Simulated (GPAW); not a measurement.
# PbSe (Clausthalite) (Fm-3m) in GPAW: notebook

Aim: see how the results for PbSe (Clausthalite) move with the level of theory and the settings. Levels: PBEsol+D4, RPBE+D3(BJ), RPBE+D4. Tasks: relaxation of cell and atoms.

Program: GPAW 26.7.0. These are calculated values, not measurements. Logs are shortened: lines on timing, memory, paths and dates and some standing lists are left out, and cuts for length are marked. The log counts tension as positive stress, the text compression.

## (1) Starting point

Symmetry: Fm-3m, No. 225, cubic system. Conventional cell: a = 6.121 Å, b = 6.121 Å, c = 6.121 Å, α = 90.00°, β = 90.00°, γ = 90.00°. Around Pb (site symmetry m-3m) lie 6 Se at 3.06 Å. Around Se (site symmetry m-3m) lie 6 Pb at 3.06 Å.

## (2) Relaxation of cell and atoms, PBEsol+D4

run.py

```python
from ase.calculators.mixing import SumCalculator
from ase.filters import FrechetCellFilter
from ase.io import read, write
from ase.optimize import BFGS
from dftd4.ase import DFTD4
from gpaw import GPAW, PW, setup_paths

setup_paths.insert(0, '.')

atoms = read('POSCAR')

calc = GPAW(mode=PW(600),
            xc='PBEsol',
            kpts={'size': (8, 8, 8), 'gamma': True},
            occupations={'name': 'fermi-dirac', 'width': 0.05},
            nbands=19,
            convergence={'density': 1e-05, 'forces': 0.0001},
            maxiter=150,
            txt='gpaw.txt')
atoms.calc = SumCalculator([calc, DFTD4(method='pbesol')])
opt = BFGS(FrechetCellFilter(atoms), trajectory='relax.traj', logfile='-')
done = opt.run(fmax=0.05, steps=60)
calc.write('gs.gpw')
write('result.traj', atoms)
print('Converged:', done)
print('Cell:', atoms.cell.cellpar().round(4))
print('Volume:', round(atoms.get_volume(), 4))
print(atoms.get_scaled_positions().round(5))
```

POSCAR

```
PbSe
1.0
    0.0000000000      3.0606500000      3.0606500000
    3.0606500000      0.0000000000      3.0606500000
    3.0606500000      3.0606500000      0.0000000000
Pb Se
1 1
Direct
    0.0000000000      0.0000000000      0.0000000000
    0.5000000000      0.5000000000      0.5000000000
```

Potentials or basis: PAW data sets generated in the run's folder for this functional, pw.

On the command line:

```console
$ gpaw-setup -f PBEsol Pb Se
$ OMP_NUM_THREADS=1 python run.py
```

gpaw.txt:

```text
__  _  _
 | _ |_)|_||  |
 |__||  | ||/\| - 26.7.0

Input parameters:
  mode=PW(ecut=600.0),
  convergence={'density': 1e-05, 'forces': 0.0001},
  kpts=MonkhorstPack(size=(8, 8, 8), gamma=True),
  maxiter=150,
  nbands=19,
  occupations=Occupations(name='fermi-dirac', width=0.05),
  xc=XC(name='PBEsol')

Diagonalizing LCAO Hamiltonian
Converting LCAO to pw mode

                Se

       Pb

Atoms  # Å, Bohr magnetons
|   | symbol |        x |        y |        z |    initial magnetic moments |
|---|--------|----------|----------|----------|-----------------------------|
| 0 |     Pb | 0.000000 | 0.000000 | 0.000000 | ( 0.0000,  0.0000,  0.0000) |
| 1 |     Se | 3.060650 | 3.060650 | 3.060650 | ( 0.0000,  0.0000,  0.0000) |

Unit cell  # Å
| periodic |        x |        y |        z |  lengths |    angles |
|----------|----------|----------|----------|----------|-----------|
|      yes | 0.000000 | 3.060650 | 3.060650 | 4.328413 | 60.000000 |
|      yes | 3.060650 | 0.000000 | 3.060650 | 4.328413 | 60.000000 |
|      yes | 3.060650 | 3.060650 | 0.000000 | 4.328413 | 60.000000 |

Number of symmetries: 48
Symmetry operations  # r_c * U_cc + t_c -> r_c
|    | kind |            matrix            |
|----|------|------------------------------|
|  0 |  σ   |  1, 0, 0,  1, 0,-1,  1,-1, 0 |
|  1 |  C2  |  1, 0, 0,  1,-1, 0,  1, 0,-1 |
|  2 |  E   |  1, 0, 0,  0, 1, 0,  0, 0, 1 |
|  3 |  σ   |  1, 0, 0,  0, 0, 1,  0, 1, 0 |
|  4 |  C4  |  1, 0,-1,  1, 0, 0,  1,-1, 0 |
|  5 |  S6  |  1, 0,-1,  1,-1, 0,  1, 0, 0 |
|  6 |  σ   |  1, 0,-1,  0, 1,-1,  0, 0,-1 |
|  7 |  C3  |  1, 0,-1,  0, 0,-1,  0, 1,-1 |
|  8 |  S6  |  1,-1, 0,  1, 0, 0,  1, 0,-1 |
|  9 |  C4  |  1,-1, 0,  1, 0,-1,  1, 0, 0 |
| 10 |  C3  |  1,-1, 0,  0,-1, 1,  0,-1, 0 |
| 11 |  σ   |  1,-1, 0,  0,-1, 0,  0,-1, 1 |
| 12 |  σ   |  0, 1, 0,  1, 0, 0,  0, 0, 1 |
| 13 |  C4  |  0, 1, 0,  0, 1,-1, -1, 1, 0 |
| 14 |  C3  |  0, 1, 0,  0, 0, 1,  1, 0, 0 |
| 15 |  S6  |  0, 1, 0, -1, 1, 0,  0, 1,-1 |
| 16 |  C2  |  0, 1,-1,  1, 0,-1,  0, 0,-1 |
| 17 |  σ   |  0, 1,-1,  0, 1, 0, -1, 1, 0 |
| 18 |  S4  |  0, 1,-1,  0, 0,-1,  1, 0,-1 |
| 19 |  C4  |  0, 1,-1, -1, 1, 0,  0, 1, 0 |
| 20 |  C3  |  0, 0, 1,  1, 0, 0,  0, 1, 0 |
| 21 |  σ   |  0, 0, 1,  0, 1, 0,  1, 0, 0 |
| 22 |  S6  |  0, 0, 1,  0,-1, 1, -1, 0, 1 |
| 23 |  C4  |  0, 0, 1, -1, 0, 1,  0,-1, 1 |
| 24 |  S4  |  0, 0,-1,  1, 0,-1,  0, 1,-1 |
| 25 |  C3  |  0, 0,-1,  0, 1,-1,  1, 0,-1 |
| 26 |  C2  |  0, 0,-1,  0,-1, 0, -1, 0, 0 |
| 27 |  S6  |  0, 0,-1, -1, 0, 0,  0,-1, 0 |
| 28 |  S4  |  0,-1, 1,  1,-1, 0,  0,-1, 0 |
| 29 |  C4  |  0,-1, 1,  0, 0, 1, -1, 0, 1 |
| 30 |  C2  |  0,-1, 1,  0,-1, 0,  1,-1, 0 |
| 31 |  σ   |  0,-1, 1, -1, 0, 1,  0, 0, 1 |
| 32 |  C3  |  0,-1, 0,  1,-1, 0,  0,-1, 1 |
| 33 |  S6  |  0,-1, 0,  0, 0,-1, -1, 0, 0 |
| 34 |  S4  |  0,-1, 0,  0,-1, 1,  1,-1, 0 |
| 35 |  C2  |  0,-1, 0, -1, 0, 0,  0, 0,-1 |
| 36 |  C2  | -1, 1, 0,  0, 1, 0,  0, 1,-1 |
| 37 |  S6  | -1, 1, 0,  0, 1,-1,  0, 1, 0 |
| 38 |  S4  | -1, 1, 0, -1, 0, 1, -1, 0, 0 |
| 39 |  C3  | -1, 1, 0, -1, 0, 0, -1, 0, 1 |
| 40 |  S6  | -1, 0, 1,  0, 0, 1,  0,-1, 1 |
| 41 |  C2  | -1, 0, 1,  0,-1, 1,  0, 0, 1 |
| 42 |  C3  | -1, 0, 1, -1, 1, 0, -1, 0, 0 |
| 43 |  S4  | -1, 0, 1, -1, 0, 0, -1, 1, 0 |
| 44 |  C2  | -1, 0, 0,  0, 0,-1,  0,-1, 0 |
| 45 |  i   | -1, 0, 0,  0,-1, 0,  0, 0,-1 |
| 46 |  σ   | -1, 0, 0, -1, 1, 0, -1, 0, 1 |
| 47 |  C2  | -1, 0, 0, -1, 0, 1, -1, 1, 0 |
[... 189 lines left out ...]
Gap: 0.155 eV
Transition (v -> c):
  (s=0, k=28, n=9, [0.50, 0.50, 0.50]) -> (s=0, k=28, n=10, [0.50, 0.50, 0.50])
No difference between direct/indirect transitions

Stress tensor  # eV/Ang^3
|         x |         y |         z |
|-----------|-----------|-----------|
|  0.004466 | -0.000000 | -0.000000 |
| -0.000000 |  0.004466 | -0.000000 |
| -0.000000 | -0.000000 |  0.004466 |

Forces  # eV/Ang
|        x |        y |        z |
|----------|----------|----------|
|  0.00000 | -0.00000 | -0.00000 |  # Pb   0
| -0.00000 | -0.00000 |  0.00000 |  # Se   1

Diagonalizing LCAO Hamiltonian
Converting LCAO to pw mode

                Se

       Pb

Atoms  # Å, Bohr magnetons
|   | symbol |         x |         y |         z |    initial magnetic moments |
|---|--------|-----------|-----------|-----------|-----------------------------|
| 0 |     Pb | -0.000000 | -0.000000 | -0.000000 | ( 0.0000,  0.0000,  0.0000) |
| 1 |     Se |  3.053078 |  3.053078 |  3.053078 | ( 0.0000,  0.0000,  0.0000) |

Unit cell  # Å
| periodic |        x |        y |        z |  lengths |    angles |
|----------|----------|----------|----------|----------|-----------|
|      yes | 0.000000 | 3.053078 | 3.053078 | 4.317704 | 59.999999 |
|      yes | 3.053078 | 0.000000 | 3.053078 | 4.317704 | 59.999999 |
|      yes | 3.053078 | 3.053078 | 0.000000 | 4.317704 | 59.999999 |
[... 206 lines left out ...]
Gap: 0.130 eV
Transition (v -> c):
  (s=0, k=64, n=9, [0.50, 0.50, 0.50]) -> (s=0, k=44, n=10, [0.50, 0.00, 0.00])
Direct/indirect transitions are different
Direct gap: 0.130 eV
Transition at: (s=0, k=44, n=9, [0.50, 0.00, 0.00])

Stress tensor  # eV/Ang^3
|         x |         y |         z |
|-----------|-----------|-----------|
|  0.002109 | -0.000000 | -0.000000 |
| -0.000000 |  0.002109 | -0.000000 |
| -0.000000 | -0.000000 |  0.002109 |

Forces  # eV/Ang
|       x |        y |       z |
|---------|----------|---------|
| 0.00000 |  0.00000 | 0.00000 |  # Pb   0
| 0.00000 | -0.00000 | 0.00000 |  # Se   1

Interpolating wave functions to new cell

                Se

       Pb

Atoms  # Å, Bohr magnetons
|   | symbol |         x |        y |         z |    initial magnetic moments |
|---|--------|-----------|----------|-----------|-----------------------------|
| 0 |     Pb | -0.000000 | 0.000000 | -0.000000 | ( 0.0000,  0.0000,  0.0000) |
| 1 |     Se |  3.021038 | 3.021038 |  3.021038 | ( 0.0000,  0.0000,  0.0000) |

Unit cell  # Å
| periodic |        x |        y |        z |  lengths |    angles |
|----------|----------|----------|----------|----------|-----------|
|      yes | 0.000001 | 3.021037 | 3.021037 | 4.272392 | 59.999979 |
|      yes | 3.021037 | 0.000001 | 3.021037 | 4.272392 | 59.999979 |
|      yes | 3.021037 | 3.021037 | 0.000001 | 4.272392 | 59.999979 |
[... 206 lines left out ...]
Gap: 0.015 eV
Transition (v -> c):
  (s=0, k=64, n=9, [0.50, 0.50, 0.50]) -> (s=0, k=44, n=10, [0.50, 0.00, 0.00])
Direct/indirect transitions are different
Direct gap: 0.015 eV
Transition at: (s=0, k=44, n=9, [0.50, 0.00, 0.00])

Stress tensor  # eV/Ang^3
|         x |         y |         z |
|-----------|-----------|-----------|
| -0.008753 | -0.000000 | -0.000000 |
| -0.000000 | -0.008753 | -0.000000 |
| -0.000000 | -0.000000 | -0.008753 |

Forces  # eV/Ang
|        x |       y |        z |
|----------|---------|----------|
| -0.00000 | 0.00000 | -0.00000 |  # Pb   0
| -0.00000 | 0.00000 | -0.00000 |  # Se   1

# Writing to gs.gpw (mode='')
```

It took 97 s on 1 thread of Arm Neoverse V1, shared host; peak memory 0.28 GiB.

What came out:

```yaml
Free_energy: -9.6103 eV
Relaxed_volume: 27.57 Å³/atom
Relaxed_cell: a = 4.272 Å, b = 4.272 Å, c = 4.272 Å, α = 60.00°, β = 60.00°, γ = 60.00°
Space_group_after_relaxing_to_0.05_Å: Fm-3m (No. 225)
Energy_gained_by_relaxing: 6.5 meV/atom
Ionic_steps: 3
Pressure_after_relaxing: 0.1 GPa
Band_gap_on_the_k_mesh: 0.02 eV, direct
Dispersion_energy_per_atom: -0.240 eV
```

The path:
```csv
step,energy change (eV),largest force (eV/Å),pressure (GPa),volume (Å³)
1,0.0000,0.0000,-1.94,57.34
2,-0.0046,0.0000,-1.58,56.92
3,-0.0130,0.0000,0.08,55.14
```

Final structure:
```yaml
crystal:
  lattice:
    - [0.00000, 3.02104, 3.02104]
    - [3.02104, 0.00000, 3.02104]
    - [3.02104, 3.02104, 0.00000]
  atoms:
    - { symbol: Pb, position: [0.00000, 0.00000, 0.00000] }
    - { symbol: Se, position: [0.50000, 0.50000, 0.50000] }
```

Caveat: later steps reuse the first step's grids; spin-orbit coupling is left out, which as a rule narrows the gap of such compounds by several tenths of an eV.

## (3) Relaxation of cell and atoms, RPBE+D3(BJ)

run.py

```python
from ase import Atoms
from ase.calculators.mixing import SumCalculator
from ase.filters import FrechetCellFilter
from ase.io import write
from ase.optimize import BFGS
from dftd3.ase import DFTD3
from gpaw import GPAW, PW

atoms = Atoms(['Pb', 'Se'],
              cell=[[0.0, 3.06065, 3.06065],
                    [3.06065, 0.0, 3.06065],
                    [3.06065, 3.06065, 0.0]],
              scaled_positions=[[0.0, 0.0, 0.0],
                                [0.5, 0.5, 0.5]],
              pbc=True)

calc = GPAW(mode=PW(600),
            xc='RPBE',
            kpts={'size': (8, 8, 8), 'gamma': True},
            occupations={'name': 'fermi-dirac', 'width': 0.05},
            nbands=19,
            convergence={'density': 1e-05, 'forces': 0.0001},
            maxiter=150,
            txt='gpaw.txt')
atoms.calc = SumCalculator([calc, DFTD3(method='rpbe', damping='d3bj')])
opt = BFGS(FrechetCellFilter(atoms), trajectory='relax.traj', logfile='-')
done = opt.run(fmax=0.01, steps=100)
calc.write('gs.gpw')
write('result.traj', atoms)
print('Converged:', done)
print('Cell:', atoms.cell.cellpar().round(4))
print('Volume:', round(atoms.get_volume(), 4))
print(atoms.get_scaled_positions().round(5))
```

Potentials or basis: the program's PAW data sets (release 1.2.1) made for this functional, pw.

On the command line:

```console
$ OMP_NUM_THREADS=1 python run.py
```

It took 90 s on 1 thread of Arm Neoverse V1, shared host; peak memory 0.23 GiB.

It converged, with:

| Quantity | Value |
| --- | --- |
| Free energy | -11.5477 eV |
| Relaxed volume | 23.59 Å³/atom |
| Relaxed cell | a = 4.056 Å, b = 4.056 Å, c = 4.056 Å, α = 60.00°, β = 60.00°, γ = 60.00° |
| Space group after relaxing (to 0.05 Å) | Fm-3m (No. 225) |
| Energy gained by relaxing | 200.3 meV/atom |
| Ionic steps | 5 |
| Pressure after relaxing | 0.0 GPa |
| Band gap on the k mesh | 0.56 eV, direct |
| Dispersion energy per atom | -2.286 eV |

The path:
```
step  energy change (eV)  largest force (eV/Å)  pressure (GPa)  volume (Å³)
   1              0.0000                0.0000          -10.52        57.34
   2             -0.1392                0.0000           -9.13        55.07
   3             -0.3729                0.0000            4.32        45.02
   4             -0.3993                0.0000           -0.82        47.62
   5             -0.4006                0.0000           -0.05        47.18
```

Final structure:
```yaml
crystal:
  lattice:
    - [0.00000, 2.86796, 2.86796]
    - [2.86796, 0.00000, 2.86796]
    - [2.86796, 2.86796, 0.00000]
  atoms:
    - { symbol: Pb, position: [0.00000, 0.00000, 0.00000] }
    - { symbol: Se, position: [0.50000, 0.50000, 0.50000] }
```

Levels at points of the mesh, in eV from the valence-band top:
| k point | band 6 | band 7 | band 8 | band 9 | band 10 | band 11 | band 12 | band 13 | band 14 | band 15 |
| --- | --- | --- | --- | --- | --- | --- | --- | --- | --- | --- |
| (0.00, 0.00, 0.00) | -15.25 | -5.59 | -2.67 | -2.67 | -2.67 | 5.36 | 5.36 | 5.36 | 6.26 | 6.26 |
| (0.50, 0.50, 0.00) | -12.86 | -7.47 | -6.58 | -4.40 | -4.40 | 3.04 | 6.63 | 6.63 | 7.16 | 11.97 |
| (0.50, 0.50, 0.50) | -13.66 | -9.86 | -2.07 | -2.07 | 0.00 | 0.56 | 1.39 | 1.39 | 9.07 | 10.21 |

Caveat: later steps reuse the first step's grids; the volume moved by over 15 % at a fixed basis, so the end points are rough; spin-orbit coupling is left out, which as a rule narrows the gap of such compounds by several tenths of an eV; the volume moved by -18 % from the deposited cell, more than functionals usually miss.

## (4) Relaxation of cell and atoms, RPBE+D4

run.py

```python
from ase.calculators.mixing import SumCalculator
from ase.filters import FrechetCellFilter
from ase.io import read, write
from ase.optimize import FIRE
from dftd4.ase import DFTD4
from gpaw import GPAW, PW

atoms = read('PbSe.xyz')

calc = GPAW(mode=PW(600),
            xc='RPBE',
            kpts={'size': (8, 8, 8), 'gamma': True},
            occupations={'name': 'fermi-dirac', 'width': 0.05},
            nbands=19,
            convergence={'density': 1e-05, 'forces': 0.0001},
            maxiter=150,
            txt='gpaw.txt')
atoms.calc = SumCalculator([calc, DFTD4(method='rpbe')])
opt = FIRE(FrechetCellFilter(atoms), trajectory='relax.traj', logfile='-')
done = opt.run(fmax=0.01, steps=100)
calc.write('gs.gpw')
write('result.traj', atoms)
print('Converged:', done)
print('Cell:', atoms.cell.cellpar().round(4))
print('Volume:', round(atoms.get_volume(), 4))
print(atoms.get_scaled_positions().round(5))
```

PbSe.xyz

```xyz
2
Lattice="0.0000000000 3.0606500000 3.0606500000 3.0606500000 0.0000000000 3.0606500000 3.0606500000 3.0606500000 0.0000000000" Properties=species:S:1:pos:R:3 pbc="T T T"
Pb     0.0000000000      0.0000000000      0.0000000000
Se     3.0606500000      3.0606500000      3.0606500000
```

On the command line:

```console
$ OMP_NUM_THREADS=1 python run.py
```

Wall time 19 s (1 thread of Arm Neoverse V1, shared host); peak memory 0.17 GiB.

The run converged. Its results:

```
Free energy                : -9.1345 eV
Pressure after relaxing    : 0.1 GPa
Band gap on the k mesh     : 0.32 eV, direct
Dispersion energy per atom : -0.727 eV
```

Final structure:
```xyz
2
Lattice="0.0000 3.0606 3.0606 3.0606 0.0000 3.0606 3.0606 3.0606 0.0000" Properties=species:S:1:pos:R:3 pbc="T T T"
Pb    0.0000    0.0000    0.0000
Se    3.0606    3.0606    3.0606
```

Levels at points of the mesh, in eV from the valence-band top:
| k point | band 7 | band 8 | band 9 | band 10 | band 11 | band 12 | band 13 | band 14 |
| --- | --- | --- | --- | --- | --- | --- | --- | --- |
| (0.00, 0.00, 0.00) | -6.23 | -1.94 | -1.94 | -1.94 | 4.69 | 4.69 | 4.69 | 6.52 |
| (0.50, 0.50, 0.00) | -7.31 | -5.01 | -3.28 | -3.28 | 3.74 | 5.59 | 5.59 | 6.05 |
| (0.50, 0.50, 0.50) | -8.76 | -1.53 | -1.53 | 0.00 | 0.32 | 1.67 | 1.67 | 8.64 |

Caveat: the relaxation stopped at its first step, so nothing moved; later steps reuse the first step's grids; spin-orbit coupling is left out, which as a rule narrows the gap of such compounds by several tenths of an eV.

## (5) Overview

| level | potentials or basis | optimizer | fmax | max steps | gap on the mesh (eV) | pressure (GPa) | relaxed volume (Å³/atom) |
| --- | --- | --- | --- | --- | --- | --- | --- |
| PBEsol+D4 | PAW data sets generated in the run's folder for this functional, pw | BFGS | 0.05 eV/Å | 60 | 0.02 | 0.1 | 27.57 |
| RPBE+D3(BJ) | the program's PAW data sets (release 1.2.1) made for this functional, pw | BFGS | 0.01 eV/Å | 100 | 0.56 | 0.0 | 23.59 |
| RPBE+D4 | the program's PAW data sets (release 1.2.1) made for this functional, pw | FIRE | 0.01 eV/Å | 100 | 0.32 | 0.1 | - |

Alike in all rows: task relaxation of cell and atoms; no spin polarisation; cell relaxed; k mesh 8 × 8 × 8; cutoff (eV) 600; smearing fermi-dirac 0.05 eV.

Caveats: later steps reuse the first step's grids; spin-orbit coupling is left out, which as a rule narrows the gap of such compounds by several tenths of an eV; the volume moved by over 15 % at a fixed basis, so the end points are rough (some runs); the volume moved by -18 % from the deposited cell, more than functionals usually miss (some runs); the relaxation stopped at its first step, so nothing moved (some runs).

Total energies depend on the potentials used, so only differences within one code and one set of settings carry meaning.

## (6) How close it comes

Step 2. The cell as given is a measured one (28.67 Å³/atom); PBEsol+D4 puts the equilibrium volume -3.8 % from it, thermal expansion not counted.

Step 3. The cell as given is a measured one (28.67 Å³/atom); RPBE+D3(BJ) puts the equilibrium volume -17.7 % from it, thermal expansion not counted.

Step 4. The cell as given is a measured one (28.67 Å³/atom); RPBE+D4 puts the equilibrium volume +0.0 % from it, thermal expansion not counted.
